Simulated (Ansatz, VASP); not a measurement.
**One calculation of Sr, two programs**

Contents of INCAR:

```
SYSTEM = Sr
PREC = Accurate
ENCUT = 520
EDIFF = 1E-7
ISMEAR = 0
SIGMA = 0.1
LREAL = .False.
LASPH = .True.
NELM = 60
ALGO = Normal
ISIF = 2
LWAVE = .False.
LCHARG = .True.
GGA = PE
LELF = .True.
LVHAR = .True.
NBANDS = 17
```

KPOINTS

```
Automatic mesh
0
Gamma
  4 4 4
  0 0 0
```

The input POSCAR:

```
Sr
1.0
    3.3360810600     -2.4747994100      0.0000000000
    3.3360810600      2.4747994100      0.0000000000
    0.0000000000      0.0000000000      6.7115061900
Sr
2
Direct
    0.7021274900      0.2978725100      0.7500000000
    0.2978725100      0.7021274900      0.2500000000
```

Input for Ansatz:

```yaml
crystal:
  lattice:
    - [3.33608106, -2.47479941, 0.0]
    - [3.33608106, 2.47479941, 0.0]
    - [0.0, 0.0, 6.71150619]
  atoms:
    - { symbol: Sr, position: [0.70212749, 0.29787251, 0.75] }
    - { symbol: Sr, position: [0.29787251, 0.70212749, 0.25] }
basis:
  ecutwfc: 420
kpoints:
  mp_grid: { grid: [4, 4, 4] }
hamiltonian:
  xc: pbe
scf:
  occupations: { method: gaussian, width: 0.1 }
  lower_state_search: "off"
output:
  forces: true
  stress: true
  eigenvalues: true
```

Alike in both runs: task single point; functional PBE; k mesh 4 × 4 × 4; occupations gaussian, width 0.1 eV; no spin polarisation.

```csv
,VASP,Ansatz
version,VASP 6.6.1,Ansatz 0.2.0
potentials or method,"VASP PAW PBE potentials, release 64 (Sr_sv)","scalar-relativistic, plane waves, PAW"
plane-wave cutoff (eV),520,420
valence electrons in the cell,20,20
```

VASP gave:

| Quantity | Value |
| --- | --- |
| gap on the k mesh at the Fermi level (eV) | none |
| pressure (GPa) | -0.2 |
| largest component of the traceless stress (GPa) | 0.37 |
| rms of the force components (eV/Å) | 0.245 |

**Question.** Which values does Ansatz return?

**Answer.** gap on the k mesh at the Fermi level (eV): none; pressure (GPa): -0.2; largest component of the traceless stress (GPa): 0.37; rms of the force components (eV/Å): 0.244.

Atom by atom the forces differ by 0.001 eV/Å (rms over components). A gap of «none» marks a metal or a gap that the smearing closes. The functional is the same, so the differences come from potentials, cutoffs and numerics.

Caveats: the k mesh is coarse (spacing up to 0.40 Å⁻¹), so the values aren't converged.
